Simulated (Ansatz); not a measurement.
Input of an Ansatz 0.2.0 run:

The input input.yaml:

```yaml
crystal:
  lattice:
    - [-1.5838089719, 1.5838089719, 1.5838089719]
    - [1.5838089719, -1.5838089719, 1.5838089719]
    - [1.5838089719, 1.5838089719, -1.5838089719]
  atoms:
    - { symbol: Mo, position: [0.0, 0.0, 0.0] }
kpoints:
  mp_grid: { grid: [12, 12, 12] }
scf:
  occupations: { method: fermi_dirac, width: 0.05 }
hamiltonian:
  xc: rpbe
  pseudopotentials: { kind: all_electron, lapw: { basis_error: 0.001 } }
output:
  forces: true
  stress: true
relax:
  f_tol: 0.02
  max_steps: 60
  cell: {}
```

Potentials or basis: all-electron LAPW, scalar-relativistic.

Run with:

```bash
$ ansatz run input.yaml --threads 1 --pin off --max-ram 3072MiB --backend cpu --events-out ev --progress --plain --runs-dir out
```

(1) Predict the relaxed volume.

(2) Predict the space group after relaxing (to 0.05 Å).

(3) Predict the relaxed cell.

Answers

(1) 15.99 Å³/atom.

(2) Im-3m (No. 229).

(3) a = 2.749 Å, b = 2.749 Å, c = 2.749 Å, α = 109.47°, β = 109.47°, γ = 109.47°.
